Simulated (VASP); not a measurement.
# VASP inputs for BaHfO$_{3}$ (strained cubic perovskite)

INCAR

```
ISMEAR = -1
NELM = 120
LASPH = .TRUE.
SIGMA = 0.02
ISIF = 2
NBANDS = 27
LREAL = .FALSE.
NSW = 0
ENCUT = 520
IBRION = -1
GGA = PE
LWAVE = .FALSE.
PREC = Accurate
EDIFF = 1E-7
LCHARG = .FALSE.
```

KPOINTS

```
KPOINTS created by Atomic Simulation Environment
0
Gamma
6 6 6
0 0 0
```

KPOINTS_OPT

```
special points
4
Reciprocal
0.0000000000 0.0000000000 0.0000000000 1
0.0000000000 0.5000000000 0.0000000000 1
0.5000000000 0.5000000000 0.0000000000 1
0.5000000000 0.5000000000 0.5000000000 1
```

POSCAR

```
Ba Hf O
 1.0000000000000000
     4.3441411216999999    0.0000000000000000    0.0000000000000000
     0.0000000000000000    4.3441411216999999    0.0000000000000000
     0.0000000000000000    0.0000000000000000    4.3441411216999999
 Ba  Hf  O
   1   1   3
Cartesian
  0.0000000000000000  0.0000000000000000  0.0000000000000000
  2.1720705608499999  2.1720705608499999  2.1720705608499999
  2.1720705608499999  2.1720705608499999  0.0000000000000000
  2.1720705608499999  0.0000000000000000  2.1720705608499999
  0.0000000000000000  2.1720705608499999  2.1720705608499999
```

VASP ran with the recommended PBE PAW datasets (38 valence electrons in the cell).

**Question.** Estimate the main results of this run.

**Answer.** gap between bands v and c 3.32 eV; least direct gap 3.64 eV; pressure -12.7 GPa.

Band v is the last that the valence electrons fill when counted band by band, and c is the next. Levels in eV from the top of v:

| point | v−1 | v | c | c+1 |
| --- | --- | --- | --- | --- |
| Γ | -0.31 | -0.31 | 3.32 | 3.32 |
| X | -0.61 | -0.61 | 3.76 | 5.57 |
| M | -0.92 | -0.06 | 5.50 | 5.50 |
| R | 0.00 | 0.00 | 5.56 | 5.56 |
